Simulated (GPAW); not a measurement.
Runs of GPAW 26.7.0 on BaTiO3. Symmetry: P4mm, No. 99, tetragonal system. The conventional cell has a = 4.000 Å, b = 4.000 Å, c = 4.018 Å, α = 90.00°, β = 90.00°, γ = 90.00°. Ba (site symmetry 4mm) has 12 O at 2.79 to 2.88 Å as nearest neighbours. Around Ti (site symmetry 4mm) lie 6 O at 1.89 to 2.13 Å. O (site symmetry 2mm) has 2 Ti at 2.00 Å as nearest neighbours. O (site symmetry 4mm) has 2 Ti at 1.89 to 2.13 Å as nearest neighbours. 

| task | level | potentials or basis | spin | U | k mesh | cutoff (eV) | maxiter | band path | band points | convergence | spin axis theta (degrees) | gap on the mesh (eV) | pressure (GPa) | largest force (eV/Å) |
| --- | --- | --- | --- | --- | --- | --- | --- | --- | --- | --- | --- | --- | --- | --- |
| band structure | PBEsol+U | PAW data sets generated in the run's folder for this functional, pw | off | Ti d U = 6 eV | 5 × 5 × 5 | 800 | 150 | GXMGZRAZ,XR,MA | 100 | - | - | 2.81 | (b) | 0.63 |
| single point | PBE | GPAW PAW data sets (gpaw-data 1.2.1), pw | off | - | 6 × 6 × 6 | 600 | 120 | - | - | default | - | (d) | -0.6 | 0.25 |
| band structure | PBEsol+U | PAW data sets generated in the run's folder for this functional, pw | off | Ti d U = 3 eV | 5 × 5 × 5 | 800 | 150 | GXMGZRAZ,XR,MA | 100 | - | - | 2.34 | (a) | 0.25 |
| band structure | PBEsol | PAW data sets generated in the run's folder for this functional, pw | off | - | 5 × 5 × 5 | 800 | 150 | GXMGZRAZ,XR,MA | 100 | - | - | 1.92 | -2.4 | (c) |
| band structure | PBEsol | PAW data sets generated in the run's folder for this functional, pw | SOC, no magnetisation | - | 7 × 7 × 7 | 800 | 150 | GXMGZRAZ,XR,MA | 80 | - | 0 | 1.86 | -2.4 | 0.28 |

Alike in all rows: cell as given; smearing fermi-dirac 0.05 eV.

Q: Fill in the values left out.

A: (a) -1.0; (b) 0.6; (c) 0.29; (d) 1.81.

Caveats: spin-orbit coupling is left out, which moves the levels of the heavy elements (some runs); the mesh misses the band edges, which the band path finds closer together (some runs); the cutoff is short for stress and forces, so pressures can be off by a GPa or more (some runs); spin-orbit coupling was added after a scalar SCF, so levels and gaps hold it while energy, forces, pressure and moments don't (some runs); this program's spin-orbit splittings come out too wide for heavy elements (some runs).

A k mesh can miss the band edges, and rows without SOC leave out spin-orbit coupling on Ba.
